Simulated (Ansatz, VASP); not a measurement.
Cu: VASP beside Ansatz

```
Cu
1.0
     2.55619    0.00000    0.00000
    -1.27810    2.21373    0.00000
     0.00000    0.00000   25.43561
Cu
6
Direct
  0.66667 0.33333 0.29486
  0.33333 0.66667 0.37692
  0.00000 0.00000 0.45897
  0.66667 0.33333 0.54103
  0.33333 0.66667 0.62308
  0.00000 0.00000 0.70514
```

Alike in both runs: task single point; functional PBE; k mesh 12 × 12 × 1; occupations fermi-dirac, width 0.05 eV; no spin polarisation.

```csv
,VASP,Ansatz
version,VASP 6.6.1,Ansatz 0.2.0
potentials or method,"VASP PAW PBE potentials, release 64 (Cu)",Ansatz PAW
plane-wave cutoff (eV),520,420
valence electrons in the cell,66,114
```

Ansatz gave:

```
gap on the k mesh at the Fermi level (eV)  : none
rms of the force components (eV/Å)         : 0.014
work function, face that differs most (eV) : 4.69
```

What did VASP give for the same quantities?

gap on the k mesh at the Fermi level (eV): none; rms of the force components (eV/Å): 0.010; work function, face that differs most (eV): 4.58.

Atom by atom the forces differ by 0.006 eV/Å (rms over components). A gap of «none» marks a metal or a gap that the smearing closes. The two sets of potentials don't hold the same shells in valence.
